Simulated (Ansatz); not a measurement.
MnO: single point with PBE

Crystal: MnO.

```xyz
2
Lattice="0.0000 2.2220 2.2220 2.2220 0.0000 2.2220 2.2220 2.2220 0.0000" Properties=species:S:1:pos:R:3 pbc="T T T"
Mn    0.0000    0.0000    0.0000
O     2.2220    2.2220    2.2220
```

```yaml
Program: Ansatz 0.2.0
Task: single point
Functional: PBE
Potentials_or_basis: Ansatz PAW
Cutoff: "420 eV (not typed: the program's choice for these potentials)"
k_mesh: 9 × 9 × 9
Occupations: fermi-dirac, width 0.05 eV
Spin: collinear spin, ferromagnetic start
Starting_moments: "[3.0, 0.0] μB"
Fixed_moment: 3 μB
```

| Quantity | Value |
| --- | --- |
| Pressure | -23.2 GPa |
| Net moment | 3.00 μB per cell |
| Absolute moment | 3.06 μB per cell |
| Site moments | Mn +2.76; O -0.02 μB |

Run time: 1.1 s on 2 threads of Arm Neoverse V2, on a shared host, peak memory 0.27 GiB.

Caveat: the pressure holds a Pulay correction of +0.6 GPa for the finite cutoff; the total moment is fixed, so each spin has its own Fermi level; a cell with one magnetic atom can't hold antiferromagnetic order, which such compounds often take; the thresholds are loose for stress.
